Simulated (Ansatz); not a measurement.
# GaN (F-43m) in Ansatz: a series of runs

One crystal, GaN, is run at these levels: B3LYP5; tasks: band structure, single point, equation of state.

All numbers are computed with Ansatz 0.2.0; they aren't measurements. Logs are shortened: lines on timing, memory, paths and dates and some standing lists are left out, and cuts for length are marked.

**The experiment to reproduce.**

From a printed reference work, textbook, for a bulk crystal of GaN at 0 K: band gap 3.299 eV (direct).

How close the calculation comes is told below.

## Step 1: The crystal as given

Symmetry: F-43m, No. 216, cubic system. The conventional cell has a = 4.507 Å, b = 4.507 Å, c = 4.507 Å, α = 90.00°, β = 90.00°, γ = 90.00°. Around Ga (site symmetry -43m) lie 4 N at 1.95 Å. Around N (site symmetry -43m) lie 4 Ga at 1.95 Å.

The cell is a database's computed one.

## Step 2: Band structure, B3LYP5

input.yaml reads:

```yaml
crystal:
  lattice:
    - [0.0, 2.2535006075, 2.2535006075]
    - [2.2535006075, 0.0, 2.2535006075]
    - [2.2535006075, 2.2535006075, 0.0]
  atoms:
    - { symbol: Ga, position: [0.0, 0.0, 0.0] }
    - { symbol: "N", position: [0.25, 0.25, 0.25] }
hamiltonian:
  xc: b3lyp5
  pseudopotentials: { kind: paw }
kpoints:
  mp_grid: { grid: [6, 6, 6] }
  band_path:
    path:
      - [[0.0, 0.0, 0.0], [0.5, 0.0, 0.5], [0.5, 0.25, 0.75], [0.375, 0.375, 0.75], [0.0, 0.0, 0.0], [0.5, 0.5, 0.5], [0.625, 0.25, 0.625], [0.5, 0.25, 0.75], [0.5, 0.5, 0.5], [0.375, 0.375, 0.75]]
      - [[0.625, 0.25, 0.625], [0.5, 0.0, 0.5]]
    npoints: 4
scf:
  occupations: { method: fermi_dirac, width: 0.05 }
  n_extra_bands: 6
output:
  forces: true
  stress: true
  eigenvalues: true
  fatbands: false
```

Potentials or basis: Ansatz PAW.

Launch:

```bash
$ ansatz run input.yaml --threads 2 --pin off --max-ram 5632MiB --backend cpu --events-out ev --progress --plain --runs-dir out
```

Output:

```text
Warning: output.stress: scf.convergence.dr2_threshold = 1e-7 eV (the SCF's general default) is looser than the 2e-10 eV advised for a printed stress (1e-10 eV for each atom of the cell: 2). What an SCF threshold leaves in a stress goes as its square root, and in the free energy as the threshold itself, and one threshold admits the most on a small cell: of the crystals measured, under no hybrid functional and no lock of the moments, on runs that ended without the residual-converged pass, on stresses that held no estimate of that error, the worst erred by over 100 MPa in a component at 1e-7 eV an atom and by under 5 at 1e-10. Set scf.convergence.dr2_threshold to 2e-10 eV or tighter. The threshold is an SCF's pass mark: one that does not reach it within its budget of iterations ends unconverged, or closes short of it on a stop that the run arms, and scf.convergence.dr2_threshold's page says what that costs each kind of run
Warning: output.stress: scf.exx.energy_threshold = 1e-6 eV is looser than the 2e-8 eV advised for a stress under a hybrid functional (1e-8 eV for each atom of the cell: 2). Every SCF of the exchange loop can meet its threshold on dr2 while the loop round them stops early: no threshold on dr2 bounds what that leaves in the stress. Set scf.exx.energy_threshold to 2e-8 eV or tighter. The threshold is the loop's pass mark: a loop that does not reach it within its budget of cycles ends unconverged, and scf.exx.energy_threshold's page has the law
Warning: RAYON_NUM_THREADS=2 ignored (pool sized by the plan → 2); use --threads N
scf.n_extra_bands = 6 over 9 filled bands (N_el = 18.0): the run solves 15 bands
Engine: ansatz 0.2.0, x86_64-unknown-linux-gnu
Pseudopotentials: kind: paw
Pseudopotential: Ga, paw, valence charge 13, recommended cutoff 420 eV (normal), Ga.paw.azcp
Pseudopotential: N, paw, valence charge 5, recommended cutoff 420 eV (normal), N.paw.azcp
Functional definition: B3LYP5
  parameter a0 = 0.2
  parameter ax = 0.72
  parameter ac = 0.81
  exchange = (1 - a0 - ax)*slater_x + ax*b88_x + a0*exact_x
  correlation = (1 - ac)*vwn5_c + ac*lyp_c
Crystal: 2 atoms, lattice volume = 22.888 Å³
Basis set: ecut = 420 eV, 459 PW (Γ), exchange–correlation on 48×48×48 points (8 copies of the dense FFT grid, shifted against one another)
Bands: 15, of which v1, the nominal top of the filled ones, is band 9 counted from 1 (8 counted from 0)
Symmetry: 24 space group operations
Space group: F-43m (ITA 216), of the structure as read, at distance tolerance 2.8e-5 Å
k-points: 16 of 216 (time reversal used)
Non-local potential: Ga, projectors of the file, l = 0: 2, l = 1: 2, l = 2: 3, l = 3: 1
Non-local potential: N, projectors of the file, l = 0: 2, l = 1: 2, l = 2: 1
PAW form: soft (Blöchl's): semilocal exchange-correlation on the pseudo side does not see the compensation charge
PAW frozen core: Ga, regenerated for the run's functional, and the local potential with it (the file was generated under x = pbe(κ = 0.804, μ = 0.2195149727645171), c = pbe(β = 0.06672455060314922))
PAW frozen core: N, regenerated for the run's functional, and the local potential with it (the file was generated under x = pbe(κ = 0.804, μ = 0.2195149727645171), c = pbe(β = 0.06672455060314922))
PAW one-centre angular grid: Ga, 590 points (default); XC on 64 Gauss nodes
PAW one-centre angular grid: N, 110 points (default); XC on 64 Gauss nodes
Initial density: superposition of atomic densities (neutral atoms: chi_scale 0, normalization atom), corrected by the library's trained network
Initial wavefunctions: pseudopotential atomic-orbital guess
Functional: x = 0.1 slater + 0.9 b88, c = 0.19 vwn5 + 0.81 lyp, warm-up for x = 0.08 slater + 0.72 b88 + 0.2 exact, c = 0.19 vwn5 + 0.81 lyp
SCF iter   1: F=—  HF=-4173.058585 eV  |F-HF|=—  |Δ(HF+E_count)|=         —  Δρ=1.60e-2  dr2=5.01e-2  ethr=1.77e-3  ⟨swp⟩=9.2  Hψ=1128  notcnv=0
preconditioner: auto → none  [insulator: Δε(μ)=1.923 eV  Ē_g=21.725 eV  σ=0.050 eV  W_gap=1.00  n_scr=8 (ndim 8)  ℏωp=32.9 eV  f_vac=0.001  D(μ)=0.00/eV (n_scr^D=0)]
[... 14 lines left out ...]
SCF iter   5: F=-4174.113579 eV  HF=-4174.113584 eV  |F-HF|=4.72e-6  |Δ(HF+E_count)|=   7.58e-5  Δρ=2.03e-4  dr2=5.07e-6  ethr=6.01e-7  ⟨swp⟩=2.5  Hψ=395  notcnv=0  defer=2
SCF 2 stopped early in 5 iterations: F = -4174.113579 eV  dr2 = 5.07e-6
hybrid outer 1: dexx = +5.861e-3 eV, tail = 2.58e-5 eV
Frozen-core exchange: fock
SCF iter   1: F=—  HF=-4174.113461 eV  |F-HF|=—  |Δ(HF+E_count)|=         —  Δρ=2.32e-5  dr2=9.20e-8  ethr=7.17e-7  ⟨swp⟩=5.4  Hψ=617  notcnv=0
preconditioner: auto → none  [insulator: Δε(μ)=3.381 eV  Ē_g=24.831 eV  σ=0.050 eV  W_gap=1.00  n_scr=8 (ndim 8)  ℏωp=32.9 eV  f_vac=0.004  D(μ)=0.00/eV (n_scr^D=0)]
SCF iter   2: F=—  HF=-4174.113462 eV  |F-HF|=—  |Δ(HF+E_count)|=   8.02e-7  Δρ=1.93e-5  dr2=3.86e-8  ethr=2.11e-10  ⟨swp⟩=5.1  Hψ=799  notcnv=0  defer=4
SCF iter   3: F=-4174.113462 eV  HF=-4174.113462 eV  |F-HF|=7.84e-10  |Δ(HF+E_count)|=   9.58e-9  Δρ=5.81e-6  dr2=4.23e-9  ethr=1.95e-10  ⟨swp⟩=3.0  Hψ=420  notcnv=0  defer=2
SCF 3 converged in 3 iterations: F = -4174.113462 eV  dr2 = 4.23e-9
  Residual-converged pass: ⟨swp⟩=3.0  Hψ=504  notcnv=0  max |occ|·‖R‖ = 1.7e-6 eV (tolerance 2.4e-6 eV)  dr2=4.09e-9  dr2_onsite=5.12e-10  max |Δocc| = 3.4e-23
hybrid outer 2: dexx = +3.141e-7 eV, tail = 1.23e-8 eV, Δε = 5.41e-3 eV (about 1.61e-4 eV left of the loop's levels)
NSCF: frozen V_eff on 42 k-points
hybrid SCF converged: 2 outer / 8 inner (+3 warm-up), last move |dexx| = 3.14e-7 eV, tail = 1.23e-8 eV
Stability not checked: this state was not tested for a lower state beside it, because the functional holds exact exchange (a hybrid, or Hartree-Fock), whose exchange loop this test does not read (fock_operator; see scf.lower_state_search)
Free energy (F): -4174.113462 eV
Frozen-core exchange: fock
Harris-Foulkes:  -4174.113462 eV  (|F-HF|=7.84e-10)
Internal energy: -4174.113462 eV  (E = F + TS)
E sigma→0 (E₀):  -4174.113462 eV
Fermi energy:    10.678260 eV
--- Per-component energies (eV) ---
  E_band       = -40.786990
  E_kinetic    = 247.880415
  E_local      = -1953.179044  (includes V_loc(G=0)·N_el)
  E_nonlocal   = 472.744384
  E_hartree    = 903.247369
  E_xc         = -103.893004
  E_vxc        = -107.464025  (∫ρ·V_xc dr)
  E_exx        = -55.585151  (= α·E_x^exact, valence–valence)
  E_paw        = -2098.058389  (= ΣΔE_a)
  E_vpaw       = -396.094163  (= ΣTr[D̂ρ^β])
  E_aug_tail   = 0.000127  (compensation charges beyond the density's cutoff)
  E_ewald      = -1587.434954
  E_core_change = 0.164778  (= ΣΔE_core)
  E_smearing   = -0.000000  (= −TS)
  E_closure    = 0.000008  (closes the sum)
  Σ components = -4174.113462   (vs F -4174.113462, Δ=9.09e-13)
--- Forces (eV/Å), atoms counted from 1 ---
  atom   1  Ga     0.00000000    -0.00000000     0.00000000
  atom   2  N     -0.00000000     0.00000000    -0.00000000
  max |Σ_I F_I| component: 5.55e-17 eV/Å
--- Stress (GPa, compression-positive) ---
        4.159122      -0.000000      -0.000000
        0.000000       4.159122       0.000000
       -0.000000       0.000000       4.159122
  P = ⅓ Tr σ = 4.1591 GPa (41.591 kbar)
--- Band table (eV; the first three rows and the last of 16) ---
  k-point 0: bands = ["-8.1242", "-6.4752", "-6.4752", "-6.4752", "-6.1684", "-6.1684", "8.9599", "8.9599", "8.9599", "12.3409", "21.1696", "21.1696", "21.1696", "28.7755", "29.9081"]
  k-point 1: bands = ["-7.9036", "-6.4437", "-6.4437", "-6.2608", "-6.1699", "-6.1699", "6.6081", "8.6710", "8.6710", "13.9809", "20.1546", "21.5504", "21.5504", "27.8608", "27.8608"]
  k-point 2: bands = ["-7.6653", "-6.4004", "-6.4004", "-6.1514", "-6.1514", "-5.3235", "3.2955", "8.1588", "8.1588", "15.2075", "19.6430", "21.5195", "21.5195", "26.7432", "28.6959"]
  k-point 15: bands = ["-7.5495", "-6.3316", "-6.2888", "-6.1871", "-6.1334", "-3.6812", "2.7888", "5.3396", "5.4064", "16.0462", "18.7983", "22.3931", "22.3951", "25.9304", "31.7332"]
```

Run time: 90 s. Hardware: 2 threads of AMD EPYC 7B13 (Zen 3), shared host; peak memory 0.83 GiB.

What came out:

```yaml
Free_energy: -4174.1135 eV
Pressure: 4.2 GPa
Band_gap_on_the_k_mesh: 3.38 eV, direct
Band_gap_along_the_path: 3.38 eV, direct
```

Levels at the corners of the path, in eV from the valence-band top:
| point | band 6 | band 7 | band 8 | band 9 | band 10 | band 11 | band 12 | band 13 |
| --- | --- | --- | --- | --- | --- | --- | --- | --- |
| Γ | -15.13 | 0.00 | 0.00 | 0.00 | 3.38 | 12.21 | 12.21 | 12.21 |
| X | -12.83 | -6.50 | -2.85 | -2.85 | 5.07 | 8.48 | 13.92 | 16.20 |
| W | -12.58 | -6.02 | -3.91 | -3.76 | 8.06 | 10.39 | 12.27 | 13.19 |
| K | -12.70 | -6.20 | -4.45 | -2.29 | 6.78 | 9.82 | 13.21 | 14.96 |
| Γ | -15.13 | 0.00 | 0.00 | 0.00 | 3.38 | 12.21 | 12.21 | 12.21 |
| L | -13.40 | -7.41 | -1.03 | -1.03 | 6.41 | 10.84 | 12.27 | 12.27 |
| U | -12.70 | -6.20 | -4.45 | -2.29 | 6.78 | 9.82 | 13.21 | 14.96 |
| W | -12.58 | -6.02 | -3.91 | -3.76 | 8.06 | 10.39 | 12.27 | 13.19 |
| L | -13.40 | -7.41 | -1.03 | -1.03 | 6.41 | 10.84 | 12.27 | 12.27 |
| K | -12.70 | -6.20 | -4.45 | -2.29 | 6.78 | 9.82 | 13.21 | 14.96 |
| U | -12.70 | -6.20 | -4.45 | -2.29 | 6.78 | 9.82 | 13.21 | 14.96 |
| X | -12.83 | -6.50 | -2.85 | -2.85 | 5.07 | 8.48 | 13.92 | 16.20 |

Caveat: the pressure holds a Pulay correction of +0.6 GPa for the finite cutoff; the PAW data sets come from PBE, with cores solved anew for the run's functional, which leaves a small shift of forces and pressure; the thresholds are loose for stress.

(Part 1 of 2 ends here.)
